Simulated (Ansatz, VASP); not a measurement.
# Two plane-wave programs on Pd

```
Pd
1.0
     2.78759    0.00000    0.00000
    -1.39380    2.41413    0.00000
     1.39380    0.80471    2.27606
Pd
1
Direct
  0.00000 0.00000 0.00000
```

Alike in both runs: task single point; functional PBE; k mesh 15 × 15 × 15; occupations gaussian, width 0.1 eV; no spin polarisation.

```csv
,VASP,Ansatz
version,VASP 6.6.1,Ansatz 0.2.0
potentials or method,"VASP PAW PBE potentials, release 64 (Pd)","scalar-relativistic, plane waves, PAW"
plane-wave cutoff (eV),520,420
valence electrons in the cell,10,18
```

VASP gave:

```
gap on the k mesh at the Fermi level (eV) : none
pressure (GPa)                            : -0.4
```

Which values does Ansatz return?

gap on the k mesh at the Fermi level (eV): none; pressure (GPa): -0.1.

A gap of «none» marks a metal or a gap that the smearing closes. The two sets of potentials don't hold the same shells in valence.
